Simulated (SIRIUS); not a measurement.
# Pb under changes of volume

One of the cells (31.034 Å³/atom); the others are scaled copies at fixed shape and fractional positions:

```
Pb
1.0
    -1.97966    1.97966    1.97966
     1.97966   -1.97966    1.97966
     1.97966    1.97966   -1.97966
Pb
1
Cartesian
  0.0000 0.0000 0.0000
```

This isn't the form of Pb at room conditions, which is fcc.

| Quantity | Value |
| --- | --- |
| Program | SIRIUS 7.10.0 |
| Functional | N12 |
| Potentials or basis | GBRV 1.5 PBE (ultrasoft) |
| Cutoff | 557 eV |
| Density cutoff | 5442 eV |
| k mesh | 6 × 6 × 6 |
| Occupations | gaussian, width 0.1 eV |
| Spin | collinear spin, ferromagnetic start |
| Starting moments | [0.5] μB |

| volume (Å³/atom) | energy over the lowest point (meV/atom) | pressure (GPa) |
| --- | --- | --- |
| 29.172 | ? | ? |
| 29.792 | 2.53 | 1.1 |
| 30.413 | 0.00 | 0.2 |
| 31.034 | 0.63 | -0.6 |
| 31.654 | 4.10 | -1.3 |
| 32.275 | 10.30 | -2.0 |
| 32.896 | 19.07 | -2.7 |

Question: What does the run at 29.172 Å³/atom give?

Answer: Energy over the lowest point 9.09 meV/atom; pressure 2.2 GPa.

Worked out: A Birch-Murnaghan fit of order 3 (a polynomial in V^(-2/3)) to the other rows has its minimum at 30.60 Å³/atom with B0 = V·E''(V) = 39 GPa (rough, since the energies scatter). It gives 8.32 meV/atom at 29.172 Å³/atom, against the run's 9.09, and -dE/dV = 1.9 GPa, against 2.2.

Energies are extrapolated to zero smearing.

Caveats: all runs use coarse meshes; the potentials were made for another functional, which shifts forces and pressure.
